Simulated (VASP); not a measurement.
Input of a VASP 6.6.1 run:

Contents of INCAR:

```
SYSTEM = SnSe
PREC = Accurate ; ENCUT = 600
EDIFF = 1E-7 ; ISMEAR = -1
SIGMA = 0.05 ; LREAL = .False.
LASPH = .True. ; NELM = 60
ALGO = Normal ; ISIF = 2
LWAVE = .False. ; LCHARG = .False.
LDIPOL = .True. ; IDIPOL = 3
DIPOL = 0.5 0.5 0.500 ; GGA = PE
NBANDS = 30
```

File KPOINTS:

```
regular mesh
0
Gamma
  5 5 1
  0 0 0
```

POSCAR

```
SnSe
1.0
    4.3100000000      0.0000000000      0.0000000000
    0.0000000000      4.3180000000      0.0000000000
    0.0000000000      0.0000000000     23.8958000000
Sn Se
4 4
Direct
    0.5000000000      0.2500000000      0.3138626872
    0.0000000000      0.7500000000      0.4412197959
    0.0000000000      0.2500000000      0.5587802041
    0.5000000000      0.7500000000      0.6861373128
    0.0000000000      0.7500000000      0.3256187280
    0.5000000000      0.2500000000      0.4294637551
    0.5000000000      0.7500000000      0.5705362449
    0.0000000000      0.2500000000      0.6743812720
```

Potentials or basis: VASP PAW PBE potentials, release 64 (Sn, Se).

Launch:

```sh
$ cat potpaw_PBE.64/Sn/POTCAR potpaw_PBE.64/Se/POTCAR > POTCAR
$ mpirun -np 1 vasp_std > vasp.out
```

**Question.** What does it give for the band gap on the k mesh?

**Answer.** 0.87 eV, indirect (least direct gap 0.95 eV).

**Question.** What does it give for the largest force?

**Answer.** 0.335 eV/Å.

Forces on the atoms (eV/Å):
```
Sn   0.000  0.000  0.335
Sn   0.000  0.000 -0.298
Sn   0.000  0.000  0.298
Sn   0.000  0.000 -0.335
Se   0.000  0.000  0.004
Se   0.000  0.000 -0.163
Se   0.000  0.000  0.163
Se   0.000  0.000 -0.004
```

Caveat: spin-orbit coupling is left out, which moves the levels of the heavy elements.
